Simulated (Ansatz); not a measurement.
# As (Pm-3m) in Ansatz: reference runs

Reference runs on As: the cell as given and a disturbed copy.

Program: Ansatz 0.2.0. These are calculated values, not measurements. Logs are shortened: lines on timing, memory, paths and dates and some standing lists are left out, and cuts for length are marked.

## 1. Starting point

It takes space group Pm-3m (No. 221, cubic). The conventional cell has a = 2.704 Å, b = 2.704 Å, c = 2.704 Å, α = 90.00°, β = 90.00°, γ = 90.00°. As (site symmetry m-3m) has 6 As at 2.70 Å as nearest neighbours.

This isn't the form of As at room conditions, which is rhombohedral.

## 2. Single point, PBE

Contents of input.yaml:

```yaml
crystal:
  lattice:
    - [2.7036817444, 0.0, 0.0]
    - [0.0, 2.7036817444, 0.0]
    - [0.0, 0.0, 2.7036817444]
  atoms:
    - { symbol: As, position: [0.5, 0.5, 0.5] }
kpoints:
  mp_grid: { grid: [10, 10, 10] }
scf:
  occupations: { method: fermi_dirac, width: 0.05 }
hamiltonian:
  xc: pbe
  pseudopotentials: { kind: all_electron, lapw: { basis_error: 0.001 } }
output:
  forces: true
  stress: true
  eigenvalues: true
  populations: true
```

Potentials or basis: all-electron LAPW, scalar-relativistic.

The run is started by

```sh
ansatz run input.yaml --threads 1 --pin off --max-ram 3072MiB --backend cpu --events-out ev --progress --plain --runs-dir out
```

Log:

```text
Warning: RAYON_NUM_THREADS=1 ignored (pool sized by the plan → 1); use --threads N
As: projections on atomic orbitals take those of the free atom 1s2 2s2 2p6 3s2 3p6 3d10 4s2 4p3, of charge +0.00 (hamiltonian.pseudopotentials.projection_atoms)
LAPW: plane waves up to 7.882 Å⁻¹, error target 1.0e-3 eV per atom; small_component_spin mean_spin; As in spheres of 1.352 Å, 23 of its electrons in bands, Dirac shells [] (how accurate: hamiltonian.pseudopotentials.lapw.basis_error, Limitations)
Engine: ansatz 0.2.0, x86_64-unknown-linux-gnu
Pseudopotentials: kind: all_electron
Pseudopotential: As, LAPW, valence charge 23, lapw/all_electron/scalar/gaussian/As, Koelling and Harmon's equation, gaussian nucleus
Functional definition: PBE
  parameter kappa = 0.804
  parameter beta = 0.06672455060314922
  exchange = pbe_x(kappa = kappa, mu = beta*pi^2/3)
  correlation = pbe_c(beta = beta)
Crystal: 1 atoms, lattice volume = 19.764 Å³
Basis set: ecut = 236.69151331093786 eV, 171 PW (Γ), exchange–correlation at level 2
Bands: 16, of which v1, the nominal top of the filled ones, is band 12 counted from 1 (11 counted from 0)
Symmetry: 48 space group operations
Space group: Pm-3m (ITA 221), of the structure as read, at distance tolerance 2.7e-5 Å
k-points: 56 of 1000
Non-local potential: As, projectors of the file, none
Initial density: superposition of atomic densities (chi_scale 0.1, normalization cell)
Initial wavefunctions: plane waves of lowest kinetic energy (no species holds an atomic orbital)
Functional: x = pbe(κ = 0.804, μ = 0.2195149727645171), c = pbe(β = 0.06672455060314922)
iter 1 solved again at ethr=1.18e-4 eV; its pass at ethr=1.00e-1 eV (dr2=2.70e-2 eV) is discarded
SCF iter   1: F=—  HF=-61523.815236 eV  |F-HF|=—  |Δ(HF+E_count)|=         —  Δρ=1.35e-2  dr2=2.71e-2  ethr=1.18e-4  ⟨swp⟩=3.0  Hψ=5954  notcnv=0
preconditioner: auto → none  [metal: Δε(μ)=0.039 eV  Ē_g=15.069 eV  σ=0.050 eV  W_gap=0.19  n_scr=6 (ndim 8)  ℏωp=18.7 eV  f_vac=0.008  D(μ)=0.31/eV (n_scr^D=0)  sad-step TF]
SCF iter   2: F=—  HF=-61523.817362 eV  |F-HF|=—  |Δ(HF+E_count)|=   2.13e-3  Δρ=9.53e-3  dr2=1.62e-2  ethr=1.18e-4  ⟨swp⟩=2.0  Hψ=2496  notcnv=0
iter 3 solved again at ethr=1.33e-6 eV; its pass at ethr=7.06e-5 eV (dr2=3.06e-4 eV) is discarded
SCF iter   3: F=—  HF=-61523.822218 eV  |F-HF|=—  |Δ(HF+E_count)|=   4.86e-3  Δρ=1.40e-3  dr2=3.06e-4  ethr=1.33e-6  ⟨swp⟩=2.0  Hψ=4382  notcnv=0
SCF iter   4: F=—  HF=-61523.820693 eV  |F-HF|=—  |Δ(HF+E_count)|=   1.53e-3  Δρ=3.21e-4  dr2=2.20e-5  ethr=1.33e-6  ⟨swp⟩=2.3  Hψ=2514  notcnv=0
SCF iter   5: F=—  HF=-61523.820712 eV  |F-HF|=—  |Δ(HF+E_count)|=   1.94e-5  Δρ=7.49e-5  dr2=8.86e-7  ethr=9.56e-8  ⟨swp⟩=3.0  Hψ=2586  notcnv=0
SCF iter   6: F=-61523.820715 eV  HF=-61523.820715 eV  |F-HF|=1.86e-8  |Δ(HF+E_count)|=   2.76e-6  Δρ=7.27e-6  dr2=8.04e-9  ethr=3.85e-9  ⟨swp⟩=3.0  Hψ=2631  notcnv=0
SCF 1 converged in 6 iterations: F = -61523.820715 eV  dr2 = 8.04e-9
SCF converged after 6 iterations
Free energy (F): -61523.820715 eV
Harris-Foulkes:  -61523.820715 eV  (|F-HF|=1.86e-8)
Internal energy: -61523.818318 eV  (E = F + TS)
E sigma→0 (E₀):  -61523.819516 eV
Entropy (-TS):   -0.002397 eV (-2.397 meV/atom)
Fermi energy:    12.375048 eV
--- Per-component energies (eV) ---
  E_band       = -1249.743869
  E_kinetic    = 62897.153974
  E_xc         = -2282.032632
  E_electrostatic = -122138.939659  (all electrons and nuclei)
  E_smearing   = -0.002397  (= −TS)
  E_closure    = 0.000000  (closes the sum)
  E_atoms      = -61519.258913  (free atoms, spherical and without spin; not in F)
  Σ components = -61523.820715   (vs F -61523.820715, Δ=0.00e0)
  Basis errors (estimates in eV, not in F): energy 3.3e-4 per atom: plane waves 3.2e-4 (1.8e-4 summed), levels above the bands 9.0e-86, relativity 3.6e-8, radial functions 1.6e-5, core shells 7.3e-14; eigenvalues (radial functions only) 3.5e-5; not estimated: angular momenta, meshes, grids; target (lapw.basis_error) 1.0e-3; muffin-tin radii As 1.352 Å
--- Forces (eV/Å), atoms counted from 1 ---
  atom   1  As    -0.00000000     0.00000000    -0.00000000
  max |Σ_I F_I| component: 8.55e-31 eV/Å
--- Stress (GPa, compression-positive) ---
        2.179229       0.000000       0.000000
        0.000000       2.179229       0.000000
        0.000000       0.000000       2.179229
  P = ⅓ Tr σ = 2.1792 GPa (21.792 kbar)
--- Band table (eV; the first three rows and the last of 56) ---
  k-point 0: bands = ["-173.1446", "-116.5164", "-116.5164", "-116.5164", "-23.6217", "-23.6217", "-23.5192", "-23.5192", "-23.5192", "-2.5675", "16.5668", "16.5668", "16.5668", "21.0064", "21.0064", "22.9768"]
  k-point 1: bands = ["-173.1446", "-116.5165", "-116.5164", "-116.5164", "-23.6213", "-23.6130", "-23.5217", "-23.5217", "-23.5190", "-2.3835", "14.5218", "16.7287", "16.7287", "21.1747", "22.2202", "24.3197"]
  k-point 2: bands = ["-173.1446", "-116.5169", "-116.5164", "-116.5164", "-23.6203", "-23.5901", "-23.5283", "-23.5283", "-23.5185", "-1.8415", "11.4514", "17.1909", "17.1909", "21.6685", "23.0215", "27.9842"]
  k-point 55: bands = ["-173.1444", "-116.5177", "-116.5177", "-116.5177", "-23.5752", "-23.5752", "-23.5752", "-23.4759", "-23.4759", "7.4770", "10.5883", "10.5883", "10.5883", "18.3901", "18.3901", "18.3901"]
--- Löwdin populations: 1 site ---
  site symbol       q [e]
     0     As     32.9633
  spilling = 0.001111 (of n_electrons = 33.000000)
```

Run time: 8.3 s. Hardware: 1 thread of Intel Xeon at 2.50GHz (Skylake/Cascade Lake), shared host; peak memory 0.26 GiB.

What came out:

```
Free energy            : -61523.8207 eV
Pressure               : 2.2 GPa
Band gap on the k mesh : none (metal or under the smearing width)
```

Levels at points of the mesh, in eV from the Fermi level:
```tsv
k point	band 9	band 10	band 11	band 12	band 13	band 14
(0.00, 0.00, 0.00)	-35.89	-14.94	4.19	4.19	4.19	8.63
(0.00, 0.00, -0.50)	-35.89	-11.80	-6.89	6.49	6.49	11.41
(0.00, -0.50, -0.50)	-35.85	-8.52	-4.22	-4.22	2.56	8.65
(-0.50, -0.50, -0.50)	-35.85	-4.90	-1.79	-1.79	-1.79	6.02
```

## 3. Single point, PBE (cell strained at random at fixed volume)

input.yaml: that of step 2 with these lines changed.

```diff
@@ -2,7 +2,7 @@
   lattice:
-    - [2.7036817444, 0.0, 0.0]
-    - [0.0, 2.7036817444, 0.0]
-    - [0.0, 0.0, 2.7036817444]
+    - [2.710041, -0.017379, -0.011858]
+    - [-0.017379, 2.7297, 0.033264]
+    - [-0.011858, 0.033264, 2.672193]
   atoms:
-    - { symbol: As, position: [0.5, 0.5, 0.5] }
+    - { symbol: As, position: [0.484351, 0.505525, 0.496375] }
 kpoints:
```

Potentials or basis: all-electron LAPW, scalar-relativistic.

The run is started by

```sh
ansatz run input.yaml --threads 1 --pin off --max-ram 3072MiB --backend cpu --events-out ev --progress --plain --runs-dir out
```

Log:

```text
Warning: RAYON_NUM_THREADS=1 ignored (pool sized by the plan → 1); use --threads N
As: projections on atomic orbitals take those of the free atom 1s2 2s2 2p6 3s2 3p6 3d10 4s2 4p3, of charge +0.00 (hamiltonian.pseudopotentials.projection_atoms)
LAPW: plane waves up to 8.009 Å⁻¹, error target 1.0e-3 eV per atom; small_component_spin mean_spin; As in spheres of 1.336 Å, 23 of its electrons in bands, Dirac shells [] (how accurate: hamiltonian.pseudopotentials.lapw.basis_error, Limitations)
Engine: ansatz 0.2.0, x86_64-unknown-linux-gnu
Pseudopotentials: kind: all_electron
Pseudopotential: As, LAPW, valence charge 23, lapw/all_electron/scalar/gaussian/As, Koelling and Harmon's equation, gaussian nucleus
Functional definition: PBE
  parameter kappa = 0.804
  parameter beta = 0.06672455060314922
  exchange = pbe_x(kappa = kappa, mu = beta*pi^2/3)
  correlation = pbe_c(beta = beta)
Crystal: 1 atoms, lattice volume = 19.764 Å³
Basis set: ecut = 244.3904710853592 eV, 173 PW (Γ), exchange–correlation at level 2
Bands: 16, of which v1, the nominal top of the filled ones, is band 12 counted from 1 (11 counted from 0)
Symmetry: 2 space group operations
Space group: P-1 (ITA 2), of the structure as read, at distance tolerance 2.7e-5 Å
k-points: 504 of 1000
Non-local potential: As, projectors of the file, none
Initial density: superposition of atomic densities (chi_scale 0.1, normalization cell)
Initial wavefunctions: plane waves of lowest kinetic energy (no species holds an atomic orbital)
Functional: x = pbe(κ = 0.804, μ = 0.2195149727645171), c = pbe(β = 0.06672455060314922)
iter 1 solved again at ethr=1.15e-4 eV; its pass at ethr=1.00e-1 eV (dr2=2.63e-2 eV) is discarded
SCF iter   1: F=—  HF=-61523.811133 eV  |F-HF|=—  |Δ(HF+E_count)|=         —  Δρ=1.35e-2  dr2=2.65e-2  ethr=1.15e-4  ⟨swp⟩=3.0  Hψ=53280  notcnv=0
preconditioner: auto → none  [metal: Δε(μ)=0.014 eV  Ē_g=15.067 eV  σ=0.050 eV  W_gap=0.07  n_scr=6 (ndim 8)  ℏωp=18.7 eV  f_vac=0.007  D(μ)=0.27/eV (n_scr^D=0)  sad-step TF]
SCF iter   2: F=—  HF=-61523.813143 eV  |F-HF|=—  |Δ(HF+E_count)|=   2.01e-3  Δρ=9.50e-3  dr2=1.57e-2  ethr=1.15e-4  ⟨swp⟩=2.0  Hψ=22461  notcnv=0
iter 3 solved again at ethr=1.32e-6 eV; its pass at ethr=6.85e-5 eV (dr2=3.04e-4 eV) is discarded
SCF iter   3: F=—  HF=-61523.817917 eV  |F-HF|=—  |Δ(HF+E_count)|=   4.77e-3  Δρ=1.43e-3  dr2=3.04e-4  ethr=1.32e-6  ⟨swp⟩=2.0  Hψ=39503  notcnv=0
SCF iter   4: F=—  HF=-61523.816449 eV  |F-HF|=—  |Δ(HF+E_count)|=   1.47e-3  Δρ=3.10e-4  dr2=2.03e-5  ethr=1.32e-6  ⟨swp⟩=2.3  Hψ=22613  notcnv=0
SCF iter   5: F=—  HF=-61523.816467 eV  |F-HF|=—  |Δ(HF+E_count)|=   1.83e-5  Δρ=7.41e-5  dr2=8.36e-7  ethr=8.83e-8  ⟨swp⟩=3.0  Hψ=23401  notcnv=0
SCF iter   6: F=-61523.816470 eV  HF=-61523.816470 eV  |F-HF|=1.83e-8  |Δ(HF+E_count)|=   2.67e-6  Δρ=7.25e-6  dr2=7.81e-9  ethr=3.64e-9  ⟨swp⟩=3.0  Hψ=23720  notcnv=0
SCF 1 converged in 6 iterations: F = -61523.816470 eV  dr2 = 7.81e-9
SCF converged after 6 iterations
Free energy (F): -61523.816470 eV
Harris-Foulkes:  -61523.816470 eV  (|F-HF|=1.83e-8)
Internal energy: -61523.814297 eV  (E = F + TS)
E sigma→0 (E₀):  -61523.815383 eV
Entropy (-TS):   -0.002173 eV (-2.173 meV/atom)
Fermi energy:    12.346498 eV
--- Per-component energies (eV) ---
  E_band       = -1249.813303
  E_kinetic    = 62897.167587
  E_xc         = -2282.030387
  E_electrostatic = -122138.951497  (all electrons and nuclei)
  E_smearing   = -0.002173  (= −TS)
  E_closure    = 0.000000  (closes the sum)
  E_atoms      = -61519.258913  (free atoms, spherical and without spin; not in F)
  Σ components = -61523.816470   (vs F -61523.816470, Δ=0.00e0)
  Basis errors (estimates in eV, not in F): energy 3.2e-4 per atom: plane waves 3.2e-4 (1.8e-4 summed), levels above the bands 4.0e-86, relativity 5.0e-8, radial functions 8.0e-6, core shells 6.9e-13; eigenvalues (radial functions only) 1.6e-5; not estimated: angular momenta, meshes, grids; target (lapw.basis_error) 1.0e-3; muffin-tin radii As 1.336 Å
--- Forces (eV/Å), atoms counted from 1 ---
  atom   1  As     0.00000000     0.00000000     0.00000000
  max |Σ_I F_I| component: 0.00e0 eV/Å
--- Stress (GPa, compression-positive) ---
        1.809426       0.286761       0.429698
        0.286761       0.423075      -0.862382
        0.429698      -0.862382       4.444399
  P = ⅓ Tr σ = 2.2256 GPa (22.256 kbar)
--- Band table (eV; the first three rows and the last of 504) ---
  k-point 0: bands = ["-173.1480", "-116.5224", "-116.5190", "-116.5178", "-23.6313", "-23.6193", "-23.5241", "-23.5223", "-23.5209", "-2.5710", "16.2320", "16.4881", "16.9919", "20.8481", "21.1153", "23.0442"]
  k-point 1: bands = ["-173.1480", "-116.5225", "-116.5190", "-116.5178", "-23.6221", "-23.6182", "-23.5262", "-23.5245", "-23.5221", "-2.3800", "14.8454", "16.4085", "16.6610", "21.0335", "22.0554", "24.7451"]
  k-point 2: bands = ["-173.1479", "-116.5227", "-116.5191", "-116.5178", "-23.6181", "-23.5955", "-23.5336", "-23.5319", "-23.5218", "-1.8158", "11.6777", "16.8877", "17.1459", "21.5511", "22.8081", "28.5291"]
  k-point 503: bands = ["-173.1477", "-116.5239", "-116.5204", "-116.5190", "-23.5824", "-23.5790", "-23.5742", "-23.4816", "-23.4768", "7.4684", "10.2848", "10.6363", "10.8478", "18.1229", "18.4334", "18.6421"]
--- Löwdin populations: 1 site ---
  site symbol       q [e]
     0     As     32.9631
  spilling = 0.001119 (of n_electrons = 33.000000)
```

It took 68 s on 1 thread of Intel Xeon at 2.50GHz (Skylake/Cascade Lake), shared host; peak memory 0.55 GiB.

Results:

| Property | Result |
| --- | --- |
| Free energy | -61523.8165 eV |
| Pressure | 2.2 GPa |
| Band gap on the k mesh | none (metal or under the smearing width) |

Levels at points of the mesh, in eV from the Fermi level:
```csv
k point,band 10,band 11,band 12,band 13,band 14,band 15
"(0.00, 0.00, 0.00)",-14.92,3.89,4.14,4.65,8.50,8.77
"(0.00, 0.00, -0.50)",-11.58,-6.90,6.30,6.58,11.43,14.02
"(0.00, -0.50, 0.00)",-11.92,-6.84,6.31,6.79,11.39,14.36
"(0.00, -0.50, -0.50)",-8.45,-4.43,-3.93,2.61,8.62,16.79
"(-0.50, 0.00, 0.00)",-11.81,-6.86,6.15,6.90,11.40,14.20
"(-0.50, 0.00, -0.50)",-8.33,-4.29,-4.03,2.62,8.44,16.54
"(-0.50, -0.50, 0.00)",-8.70,-4.35,-4.13,2.56,8.92,16.91
"(-0.50, -0.50, -0.50)",-4.88,-2.06,-1.71,-1.50,5.78,6.09
```
